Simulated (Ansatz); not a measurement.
Input and command of a plane-wave DFT calculation in Ansatz:

```yaml
crystal:
  lattice:
    - [3.3178488582, 0.0, 0.0]
    - [-1.6589244291, 2.8733413971, 0.0]
    - [0.0, 0.0, 36.41830731]
  atoms:
    - { symbol: W, position: [0.66666667, 0.33333333, 0.90611047] }
    - { symbol: W, position: [0.66666667, 0.33333333, 0.280468] }
    - { symbol: W, position: [0.33333333, 0.66666667, 0.719532] }
    - { symbol: W, position: [0.33333333, 0.66666667, 0.09388953] }
    - { symbol: Se, position: [0.33333333, 0.66666667, 0.95178674] }
    - { symbol: Se, position: [0.33333333, 0.66666667, 0.32610682] }
    - { symbol: Se, position: [0.66666667, 0.33333333, 0.76520455] }
    - { symbol: Se, position: [0.66666667, 0.33333333, 0.1395502] }
    - { symbol: Se, position: [0.33333333, 0.66666667, 0.8604498] }
    - { symbol: Se, position: [0.33333333, 0.66666667, 0.23479545] }
    - { symbol: Se, position: [0.66666667, 0.33333333, 0.67389318] }
    - { symbol: Se, position: [0.66666667, 0.33333333, 0.04821326] }
basis:
  ecutwfc: 420
kpoints:
  mp_grid: { grid: [12, 12, 1] }
hamiltonian:
  xc: pbe
scf:
  occupations: { method: gaussian, width: 0.02 }
output:
  forces: true
  stress: true
  eigenvalues: true
relax:
  adjacent_minimum: "off"
  f_tol: 0.01
  max_steps: 80
  cell: { stress_tol: 0.05 }
```

```bash
ansatz run input.yaml --threads 1 --pin off --max-ram 2560MiB --backend cpu --events-out ev --progress --plain --runs-dir out
```

Processor: Intel(R) Xeon(R) Platinum 8259CL CPU @ 2.50GHz (Skylake/Cascade Lake), 1 thread, on a host shared with other jobs.

Task: Estimate time, memory and problem size.

Result: About 12 min on 1 thread of Intel(R) Xeon(R) Platinum 8259CL CPU @ 2.50GHz (Skylake/Cascade Lake), on a shared host, peak memory 1 GiB. It solves 111 bands at 19 k points (the mesh reduced by the symmetry that the task leaves, which can be less than the crystal's) with about 7341 plane waves (on the last cell), in 96 SCF iterations over 9 ionic steps.
